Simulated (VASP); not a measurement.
Here is a VASP 6.6.1 calculation.

INCAR

```
PREC = Accurate
ENCUT = 600
EDIFF = 1E-7
ISMEAR = 0
SIGMA = 0.03
LREAL = F
LASPH = T
NELM = 80
ALGO = Normal
ISIF = 3
LWAVE = F
LCHARG = F
GGA = PS
IBRION = 2
NSW = 90
EDIFFG = -0.005
KPAR = 4
```

KPOINTS

```
Automatic mesh
0
Gamma
  10 10 10
```

The input POSCAR:

```
CdF2                                    
1.0
    0.0000000000      2.6969680788      2.6969680788
    2.6969680788     -0.0000000000      2.6969680788
    2.6969680788      2.6969680788     -0.0000000000
  Cd              F             
     1     2
Direct
     0.0000000000000000    0.0000000000000000    0.0000000000000000
     0.2500000000000000    0.2500000000000000    0.2500000000000000
     0.7500000000000000    0.7500000000000000    0.7500000000000000
```

Potentials or basis: VASP PAW PBE potentials, release 64 (Cd, F).

Run with:

```console
$ cat potpaw_PBE.64/Cd/POTCAR potpaw_PBE.64/F/POTCAR > POTCAR
$ mpirun -np 4 vasp_std > vasp.out
```

Task: Predict the band gap on the k mesh.

Result: 2.90 eV, indirect (least direct gap 3.39 eV).

Final structure:
```
Cd F
1.0
     0.00000    2.69697    2.69697
     2.69697    0.00000    2.69697
     2.69697    2.69697    0.00000
Cd F
1 2
Direct
  0.00000 0.00000 0.00000
  0.25000 0.25000 0.25000
  0.75000 0.75000 0.75000
```

Caveat: the relaxation stopped at its first step, so nothing moved. Expect the measured gap to be larger: semilocal functionals such as PBEsol lack the derivative discontinuity.
